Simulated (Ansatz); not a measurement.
Sb:

```xyz
1
Lattice="3.1600 0.0000 0.0000 0.0000 3.1600 0.0000 0.0000 0.0000 3.1600" Properties=species:S:1:pos:R:3 pbc="T T T"
Sb    0.0000    0.0000    0.0000
```

This isn't the form of Sb at room conditions, which is rhombohedral.

Base run:

- Program: Ansatz 0.2.0
- Functional: r2SCAN
- Potentials or basis: Ansatz PAW
- Cutoff: 500 eV (not typed: the program's choice for these potentials)
- k mesh: 8 × 8 × 8
- Occupations: fermi-dirac, width 0.05 eV
- Spin: no spin polarisation

Its results: band gap on the k mesh none (metal or under the smearing width); pressure -3.3 GPa.

Task: The run is repeated on the same cell with these changes: functional from r2SCAN to PBEsol; cutoff from 500 eV (not typed: the program's choice for these potentials) to 420 eV (not typed: the program's choice for these potentials). What comes out?

Result: Band gap on the k mesh none (metal or under the smearing width); pressure -4.7 GPa.

Caveats: the PAW data sets come from PBE, with cores solved anew for the run's functional, which leaves a small shift of forces and pressure; spin-orbit coupling is left out, which moves the levels of the heavy elements (some runs).
